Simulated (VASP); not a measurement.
A run of VASP 6.6.1 is set up as follows.

INCAR

```
PREC = Accurate
ENCUT = 520
EDIFF = 1E-6
ISMEAR = -1
SIGMA = 0.24
LREAL = Auto
LASPH = True
NELM = 60
ALGO = Fast
ISIF = 2
LWAVE = False
LCHARG = True
GGA = PE
IVDW = 12
LELF = True
LVHAR = True
NBANDS = 46
```

KPOINTS

```
Automatic mesh
0
Gamma
  2 2 2
```

Contents of POSCAR:

```
Si
1.0
    0.0000000000      5.6052810000      5.6052810000
    5.6052810000      0.0000000000      5.6052810000
    5.6052810000      5.6052810000      0.0000000000
Si
16
Direct
    0.0310243144     -0.0009633772      0.0302928613
    0.0966588473      0.2046998179      0.1358361873
   -0.0183933687      0.0142365744      0.5380283344
    0.1310995827      0.1286376187      0.6438838659
    0.0007046926      0.5499010665     -0.0337271227
    0.1212606469      0.6690654759      0.0673650438
    0.0486416292      0.4907068887      0.4884590086
    0.1139282759      0.6583969653      0.6157586034
    0.5136852193     -0.0204004045      0.0305693863
    0.6592086998      0.1098517630      0.1422141013
    0.4956664974     -0.0181882050      0.5093857025
    0.5904521111      0.1769135214      0.6029224940
    0.5116514230      0.4449643113     -0.0274294902
    0.6363730917      0.6281487048      0.0817354206
    0.4744097575      0.5350668414      0.4888604157
    0.6765405695      0.5875708997      0.5922629035
```

Potentials or basis: VASP PAW PBE potentials, release 64 (Si).

Command:

```bash
$ cat potpaw_PBE.64/Si/POTCAR > POTCAR
$ mpirun -np 1 vasp_std > vasp.out
```

(1) Predict the largest force.

(2) What does it give for the pressure?

(3) Estimate the dispersion energy per atom.

(4) Estimate the band gap on the k mesh.

Answers

(1) 3.071 eV/Å.

(2) -3.8 GPa.

(3) -0.327 eV.

(4) 0.09 eV, direct.

Caveat: the k mesh is coarse (spacing up to 0.49 Å⁻¹), so the values aren't converged; forces of over 1 eV/Å show positions far from the minimum, so gaps and moduli don't describe the material at rest.
